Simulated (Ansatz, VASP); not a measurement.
# Two plane-wave programs on InP

The input INCAR:

```
SYSTEM = InP
ALGO = Normal
EDIFF = 1E-7
ENCUT = 520
GGA = PE
ISIF = 2
ISMEAR = 0
LASPH = .TRUE.
LCHARG = .FALSE.
LREAL = .FALSE.
LWAVE = .FALSE.
NBANDS = 16
NELM = 100
PREC = Accurate
SIGMA = 0.15
```

The input KPOINTS:

```
k-points
0
G
  18 18 18
  0 0 0
```

File POSCAR:

```
InP
1.0
    0.0000000000      2.8254251149      2.7333172811
    2.7517388478      0.0000000000      2.7333172811
    2.7517388478      2.8254251149      0.0000000000
In P
1 1
Direct
    0.0000000000      0.0000000000      0.0000000000
    0.5000000000      0.5000000000      0.5000000000
```

Input for Ansatz:

```yaml
crystal:
  lattice:
    - [0.0, 2.8254251149, 2.7333172811]
    - [2.7517388478, 0.0, 2.7333172811]
    - [2.7517388478, 2.8254251149, 0.0]
  atoms:
    - { symbol: In, position: [0.0, 0.0, 0.0] }
    - { symbol: P, position: [0.5, 0.5, 0.5] }
basis:
  ecutwfc: 420
kpoints:
  mp_grid: { grid: [18, 18, 18] }
hamiltonian:
  xc: pbe
scf:
  occupations: { method: gaussian, width: 0.15 }
output:
  forces: true
  stress: true
  eigenvalues: true
  write_density: true
  write_potential: true
  elf: true
  volumetric_format: npy
```

Change from the starting cell: strain +e along x and -e along y -0.0133, strain +e along z and -e/2 along x and y -0.0133.

Alike in both runs: task single point; functional PBE; k mesh 18 × 18 × 18; occupations gaussian, width 0.15 eV; no spin polarisation.

|  | VASP | Ansatz |
| --- | --- | --- |
| version | VASP 6.6.1 | Ansatz 0.2.0 |
| potentials or method | VASP PAW PBE potentials, release 64 (In_d, P) | scalar-relativistic, plane waves, PAW |
| plane-wave cutoff (eV) | 520 | 420 |
| valence electrons in the cell | 18 | 18 |

Ansatz gave:

- gap on the k mesh at the Fermi level (eV): none
- pressure (GPa): 0.1
- largest component of the traceless stress (GPa): 1.99

Task: What did VASP give for the same quantities?

Result: gap on the k mesh at the Fermi level (eV): none; pressure (GPa): 0.1; largest component of the traceless stress (GPa): 1.98.

A gap of «none» marks a metal or a gap that the smearing closes. The functional is the same, so the differences come from potentials, cutoffs and numerics.
